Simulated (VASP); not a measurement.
# C (Fd-3m) in VASP: further runs

The runs below take C through relaxation of cell and atoms, with PBE.

Program: VASP 6.6.1. These are calculated values, not measurements. Logs are shortened: lines on timing, memory, paths and dates and some standing lists are left out, and cuts for length are marked.

### Step 1. The crystal as given

Symmetry: Fd-3m, No. 227, cubic system. Conventional cell: a = 3.567 Å, b = 3.567 Å, c = 3.567 Å, α = 90.00°, β = 90.00°, γ = 90.00°. C (site symmetry -43m) is surrounded by 4 C at 1.54 Å.

This isn't the form of C at room conditions, which is graphite.

### Step 2. Relaxation of cell and atoms, PBE

The input, INCAR:

```
PREC = Accurate
ENCUT = 520
EDIFF = 1E-7
ISMEAR = 0
SIGMA = 1.0
LREAL = False
LASPH = True
NELM = 80
ALGO = Fast
ISIF = 3
LWAVE = False
LCHARG = False
GGA = PE
IBRION = 2
NSW = 80
EDIFFG = -0.002
```

The input, KPOINTS:

```
regular mesh
0
Gamma
  14 14 14
```

The input, POSCAR:

```
C
1.0
    0.0000000000      1.7833700000      1.7833700000
    1.7833700000      0.0000000000      1.7833700000
    1.7833700000      1.7833700000      0.0000000000
C
2
Direct
    0.0000000000      0.0000000000      0.0000000000
    0.2500000000      0.2500000000      0.2500000000
```

Potentials or basis: VASP PAW PBE potentials, release 64 (C).

Launch:

```
> cat potpaw_PBE.64/C/POTCAR > POTCAR
> mpirun -np 1 vasp_std > vasp.out
```

OUTCAR:

```text
PREC = Accurate
   ENCUT = 520
   EDIFF = 1E-7
   ISMEAR = 0
   LREAL = False
   LASPH = True
   NELM = 80
   ISIF = 3
   GGA = PE
   IBRION = 2
   NSW = 80
   EDIFFG = -0.002

 ion  position               nearest neighbor table
   1  0.000  0.000  0.000-   2 1.54   2 1.54   2 1.54   2 1.54
   2  0.250  0.250  0.250-   1 1.54   1 1.54   1 1.54   1 1.54

  LATTYP: Found a face centered cubic cell.
 ALAT       =     3.5667400000

  Lattice vectors:

 A1 = (   0.0000000000,   1.7833700000,   1.7833700000)
 A2 = (   1.7833700000,   0.0000000000,   1.7833700000)
 A3 = (   1.7833700000,   1.7833700000,   0.0000000000)

Analysis of symmetry for initial positions (statically):
=====================================================================
 Subroutine PRICEL returns:
 Original cell was already a primitive cell.

 Routine SETGRP: Setting up the symmetry group for a
 face centered cubic supercell.

 Subroutine GETGRP returns: Found 48 space group operations
 (whereof 24 operations were pure point group operations)
 out of a pool of 48 trial point group operations.

The static configuration has the point symmetry T_d .
 The point group associated with its full space group is O_h .

Analysis of symmetry for dynamics (positions and initial velocities):
=====================================================================
 Subroutine PRICEL returns:
 Original cell was already a primitive cell.

 Routine SETGRP: Setting up the symmetry group for a
 face centered cubic supercell.

 Subroutine GETGRP returns: Found 48 space group operations
 (whereof 24 operations were pure point group operations)
 out of a pool of 48 trial point group operations.

The dynamic configuration has the point symmetry T_d .
 The point group associated with its full space group is O_h .

 Subroutine INISYM returns: Found 48 space group operations
 (whereof 24 operations are pure point group operations),
 and found     1 'primitive' translations

----------------------------------------------------------------------------------------

                                     Primitive cell

  volume of cell :      11.3437

  direct lattice vectors                    reciprocal lattice vectors
     0.000000000  1.783370000  1.783370000    -0.280368067  0.280368067  0.280368067
     1.783370000  0.000000000  1.783370000     0.280368067 -0.280368067  0.280368067
     1.783370000  1.783370000  0.000000000     0.280368067  0.280368067 -0.280368067

  length of vectors
     2.522066041  2.522066041  2.522066041     0.485611737  0.485611737  0.485611737

  position of ions in fractional coordinates (direct lattice)
     0.000000000  0.000000000  0.000000000
     0.250000000  0.250000000  0.250000000

  ion indices of the primitive-cell ions
   primitive index   ion index
                 1           1
                 2           2

----------------------------------------------------------------------------------------

 KPOINTS: regular mesh

Automatic generation of k-mesh.
 Grid dimensions read from file:
 generate k-points for:   14   14   14

 Generating k-lattice:

  Cartesian coordinates                     Fractional coordinates (reciprocal lattice)
    -0.020026291  0.020026291  0.020026291     0.071428571  0.000000000  0.000000000
     0.020026291 -0.020026291  0.020026291     0.000000000  0.071428571  0.000000000
     0.020026291  0.020026291 -0.020026291     0.000000000  0.000000000  0.071428571

  Length of vectors
     0.034686553  0.034686553  0.034686553

  Shift w.r.t. Gamma in fractional coordinates (k-lattice)
     0.000000000  0.000000000  0.000000000

 Subroutine IBZKPT returns following result:
 ===========================================

 Found    104 irreducible k-points:

 Following reciprocal coordinates:
            Coordinates               Weight
  0.000000  0.000000  0.000000      1.000000
  0.071429  0.000000  0.000000      8.000000
  0.142857  0.000000  0.000000      8.000000
  0.214286  0.000000  0.000000      8.000000
  0.285714  0.000000  0.000000      8.000000
  0.357143  0.000000  0.000000      8.000000
[... 16 lines left out ...]
  0.214286  0.142857  0.000000     24.000000
  0.285714  0.142857  0.000000     24.000000
 [... further k-points ...]
   k-points           NKPTS =    104   k-points in BZ     NKDIM =    104   number of bands    NBANDS=      8
   number of dos      NEDOS =    301   number of ions     NIONS =      2
   total plane-waves  NPLWV =   8000
   dimension x,y,z NGX =    20 NGY =   20 NGZ =   20
   dimension x,y,z NGXF=    40 NGYF=   40 NGZF=   40
   ions per type =               2
   NGX,Y,Z   is equivalent  to a cutoff of  13.18, 13.18, 13.18 a.u.
   NGXF,Y,Z  is equivalent  to a cutoff of  26.37, 26.37, 26.37 a.u.
 SYSTEM =  unknown system
   PREC   = accura    normal or accurate (medium, high low for compatibility)
   ISTART =      0    job   : 0-new  1-cont  2-samecut
   ICHARG =      2    charge: 1-file 2-atom 10-const
   ISPIN  =      1    spin polarized calculation?
   LNONCOLLINEAR =      F non collinear calculations
   LSORBIT =      F    spin-orbit coupling
   LASPH  =      T    aspherical Exc in radial PAW
   ENCUT  =  520.0 eV  38.22 Ry    6.18 a.u.   4.69  4.69  4.69*2*pi/ulx,y,z
   NELM   =     80;   NELMIN=  2; NELMDL= -5     # of ELM steps
   EDIFF  = 0.1E-06   stopping-criterion for ELM
   LREAL  =      F    real-space projection
   EDIFFG = -.2E-02   stopping-criterion for IOM
   NSW    =     80    number of steps for IOM
   IBRION =      2    ionic relax: 0-MD 1-quasi-New 2-CG
   NFREE  =      1    steps in history (QN), initial steepest desc. (CG)
   ISIF   =      3    stress and relaxation
   ISYM   =      2    0-nonsym 1-usesym 2-fastsym
   POTIM  = 0.5000    time-step for ionic-motion
   TEBEG  =    0.0;   TEEND  =   0.0 temperature during run
   PSTRESS=    0.0 pullay stress
   NELECT =       8.0000    total number of electrons
   NUPDOWN=      -1.0000    fix difference up-down
   EMIN   =  10.00;   EMAX   =-10.00  energy-range for DOS
   EFERMI =   0.00;   METHOD = LEGACY
   ISMEAR =     0;   SIGMA  =   1.00  broadening in eV -4-tet -1-fermi 0-gaus
   EFERMI_NEDOS =   21; number of points for ismear=-14 and -15
   IALGO  =     68    algorithm
   IMIX   =      4    mixing-type and parameters
     AMIX     =   0.40;   BMIX     =  1.00
     AMIX_MAG =   1.60;   BMIX_MAG =  1.00
  volume/ion in A,a.u.               =       5.67        38.28
  Fermi-wavevector in a.u.,A,eV,Ry     =   1.457203  2.753714 28.891161  2.123440
  Thomas-Fermi vector in A             =   2.574032
   LORBIT       =      0    0 simple, 1 ext, 2 COOP (PROOUT), +10 PAW based schemes
   GGA     = PE    functional components
   LHFCALC =     F    Hartree Fock is set to
   AEXX    =    0.0000 exact exchange contribution
   IVDW    =     0    specifies the selected vdW correction
   LEPSILON=     F    determine dielectric tensor
   LRPA    =     F    only Hartree local field effects (RPA)
 conjugate gradient relaxation of ions
 non-spin polarized calculation
 RMM-DIIS sequential band-by-band and
 Gauss-broadening in eV      SIGMA  =   1.00
  energy-cutoff  :      520.00
  volume of cell :       11.34
 maximum number of plane-waves:       316
   NGX =  9   NGY =  9   NGZ =  9

--------------------------------------- Ionic step        1  -------------------------------------------

 number of electron       7.9999999 magnetization

 Free energy of the ion-electron system (eV)
  ---------------------------------------------------
  ext. energy  EPLUGINS =         0.00000000
  ---------------------------------------------------
  free energy    TOTEN  =       -18.18527764 eV

  energy without entropy =      -18.18516087  energy(sigma->0) =      -18.18521925

------------------------ aborting loop because EDIFF is reached ----------------------------------------

  FORCE on cell =-STRESS in cart. coord.  units (eV):
  Direction    XX          YY          ZZ          XY          YZ          ZX
  --------------------------------------------------------------------------------------
  -------------------------------------------------------------------------------------
  Total        0.1738620      0.1738620      0.1738620     -0.0000000     -0.0000000     -0.0000000
  in kB       24.5561863     24.5561863     24.5561863     -0.0000000     -0.0000000     -0.0000000
  external PRESSURE =      24.5561863 kB  Pullay stress =       0.0000000 kB
[... 57 lines left out ...]
  energy  without entropy=      -18.1848991000  energy(sigma->0) =      -18.18496221

--------------------------------------- Ionic step        3  -------------------------------------------

 number of electron       7.9999999 magnetization

 Free energy of the ion-electron system (eV)
  ---------------------------------------------------
  ext. energy  EPLUGINS =         0.00000000
  ---------------------------------------------------
  free energy    TOTEN  =       -18.18576394 eV

  energy without entropy =      -18.18564305  energy(sigma->0) =      -18.18570349

 E-fermi :  11.6664     XC(G=0): -13.2227

 val. band max:        9.6488851761   @ k =   0.0000   0.0000   0.0000
 cond. band min:      13.7658077420   @ k =   0.3571   0.3571   0.0000
 fundamental gap:      4.1169225659
 Fermi energy:        11.6664442249

 k-point     1 :       0.0000    0.0000    0.0000
  band No.  band energies     occupation
      1     -11.7531      2.00000
      2       9.6489      1.99567
      3       9.6489      1.99567
      4       9.6489      1.99567
      5      15.2232      0.00000
      6      15.2232      0.00000
      7      15.2232      0.00000
      8      22.8524      0.00000
[... 243 lines left out ...]
 k-point    24 :       0.2857    0.1429    0.0000
  band No.  band energies     occupation
      1      -9.7092      2.00000
      2       3.6530      2.00000
      3       6.3503      2.00000
      4       7.0621      2.00000
      5      15.5450      0.00000
      6      19.5691      0.00000
      7      19.6804      0.00000
      8      21.9821      0.00000

 [... further k-points ...]

------------------------ aborting loop because EDIFF is reached ----------------------------------------

  FORCE on cell =-STRESS in cart. coord.  units (eV):
  Direction    XX          YY          ZZ          XY          YZ          ZX
  --------------------------------------------------------------------------------------
  -------------------------------------------------------------------------------------
  Total        0.0008313      0.0008313      0.0008313     -0.0000000      0.0000000      0.0000000
  in kB        0.1167479      0.1167479      0.1167479     -0.0000000      0.0000000      0.0000000
  external PRESSURE =       0.1167479 kB  Pullay stress =       0.0000000 kB
[... 17 lines left out ...]
  FREE ENERGIE OF THE ION-ELECTRON SYSTEM (eV)
  ---------------------------------------------------
  free  energy   TOTEN  =       -18.1857639371 eV

  energy  without entropy=      -18.1856430513  energy(sigma->0) =      -18.18570349

 reached required accuracy - stopping structural energy minimisation
```

Wall time 16 s (1 thread of Intel Xeon Platinum 8488C (Sapphire Rapids), shared host); peak memory 0.12 GiB.

What came out:

| Property | Result |
| --- | --- |
| Free energy | -18.1858 eV |
| Relaxed volume | 5.70 Å³/atom |
| Relaxed cell | a = 2.527 Å, b = 2.527 Å, c = 2.527 Å, α = 60.00°, β = 60.00°, γ = 60.00° |
| Space group after relaxing (to 0.05 Å) | Fd-3m (No. 227) |
| Energy gained by relaxing | 0.2 meV/atom |
| Ionic steps | 3 |
| Pressure after relaxing | 0.0 GPa |
| Band gap on the k mesh | 4.12 eV, indirect (least direct gap 5.57 eV) |

Step by step:
```tsv
step	energy change (eV)	largest force (eV/Å)	pressure (GPa)	volume (Å³)
1	0.0000	0.0000	2.46	11.34
2	0.0003	0.0000	-2.96	11.49
3	-0.0005	0.0000	0.01	11.41
```

Final structure:
```cif
data_structure
_symmetry_space_group_name_H-M 'P 1'
_symmetry_Int_Tables_number 1
_cell_length_a 2.5268
_cell_length_b 2.5268
_cell_length_c 2.5268
_cell_angle_alpha 60.000
_cell_angle_beta 60.000
_cell_angle_gamma 60.000
_cell_volume 11.41
loop_
_atom_site_label
_atom_site_type_symbol
_atom_site_fract_x
_atom_site_fract_y
_atom_site_fract_z
_atom_site_occupancy
C1 C 0.00000 0.00000 0.00000 1
C2 C 0.25000 0.25000 0.25000 1
```

Levels at points of the mesh, in eV from the valence-band top:
```tsv
k point	band 1	band 2	band 3	band 4	band 5	band 6	band 7	band 8
(0.00, 0.00, 0.00)	-21.40	0.00	0.00	0.00	5.57	5.57	5.57	13.20
(0.50, 0.00, 0.00)	-15.66	-13.31	-2.79	-2.79	8.44	8.44	8.77	15.65
(0.50, 0.50, 0.00)	-12.72	-12.72	-6.26	-6.26	4.75	4.75	16.72	16.72
```

### Step 3. Relaxation of cell and atoms, PBE

This run uses another cell than the first one, of 5.70 Å³/atom, 1.006 times its volume.

INCAR is that of step 2.

KPOINTS is that of step 2.

The input, POSCAR:

```
C                                       
1.0
   -0.0000000000      1.7867116396      1.7867116396
    1.7867116396     -0.0000000000      1.7867116396
    1.7867116396      1.7867116396      0.0000000000
  C             
     2
Direct
     0.0000000000000000    0.0000000000000000    0.0000000000000000
     0.2500000000000000    0.2500000000000000    0.2500000000000000
```

Potentials or basis: VASP PAW PBE potentials, release 64 (C).

Launch:

```
> cat potpaw_PBE.64/C/POTCAR > POTCAR
> mpirun -np 1 vasp_std > vasp.out
```

It took 8.6 s on 1 thread of Intel Xeon Platinum 8488C (Sapphire Rapids), shared host; peak memory 0.12 GiB.

It converged, with:

* Free energy: -18.1858 eV
* Pressure after relaxing: 0.0 GPa
* Band gap on the k mesh: 4.12 eV, indirect (least direct gap 5.57 eV)

Final structure:
```
CELL_PARAMETERS angstrom
0.00000 1.78671 1.78671
1.78671 0.00000 1.78671
1.78671 1.78671 0.00000
ATOMIC_POSITIONS crystal
C 0.00000 0.00000 0.00000
C 0.25000 0.25000 0.25000
```

Levels at points of the mesh, in eV from the valence-band top:
| k point | band 1 | band 2 | band 3 | band 4 | band 5 | band 6 | band 7 | band 8 |
| --- | --- | --- | --- | --- | --- | --- | --- | --- |
| (0.00, 0.00, 0.00) | -21.40 | 0.00 | 0.00 | 0.00 | 5.57 | 5.57 | 5.57 | 13.20 |
| (0.50, 0.00, 0.00) | -15.66 | -13.31 | -2.79 | -2.79 | 8.44 | 8.44 | 8.77 | 15.65 |
| (0.50, 0.50, 0.00) | -12.72 | -12.72 | -6.26 | -6.26 | 4.75 | 4.75 | 16.72 | 16.72 |

Caveat: the relaxation stopped at its first step, so nothing moved. A k mesh can miss the band edges.
